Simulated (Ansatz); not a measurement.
How the vibrations of BN change with volume

The calculation used Ansatz 0.2.0, DFT PBE+D3(BJ), scalar-relativistic, plane waves, PAW. Settings: 420 eV plane-wave cutoff, Γ-centred 12×12×12 mesh, fixed occupations. No spin polarisation. Phonons by linear response, acoustic sum rule imposed.

Relaxed structure:
```
B N
1.0
     1.25306    0.72345    3.29392
    -1.25306    0.72345    3.29392
     0.00000   -1.44690    3.29392
B N
1 1
Cartesian
  0.0000 0.0000 9.8788
  0.0000 0.0000 3.2880
```

Cells at 0.98 and 1.02 times the equilibrium volume were relaxed in shape and atoms; γ = −d ln ν / d ln V, modes matched by rank.

Question: Give the optical frequencies at Γ without the LO field (cm⁻¹) at the three volumes and the mode Grüneisen parameters.

Answer:
```json
{"0.98 V": "744", "V": "748", "1.02 V": "751", "γ": "-0.25", "degeneracy": "1"}
{"0.98 V": "1359", "V": "1356", "1.02 V": "1353", "γ": "0.12", "degeneracy": "2"}
```

Question: What pressures hold the two strained cells, and what bulk modulus follows?

Answer: 0.61 GPa at 0.98 V and -0.50 GPa at 1.02 V, so B = −dP/d ln V ≈ 28 GPa.

Question: How does the gap respond?

Answer: It is 4.19, 4.24 and 4.27 eV at 0.98, 1 and 1.02 V: dE_g/d ln V = 1.9 eV.

Question: And the dielectric constants (a third of the trace)?

Answer: ε∞: 4.17, 4.10, 4.03; ε0: 5.5, 5.4, 5.3, in order of rising volume.

This form isn't the usual stable structure of the compound.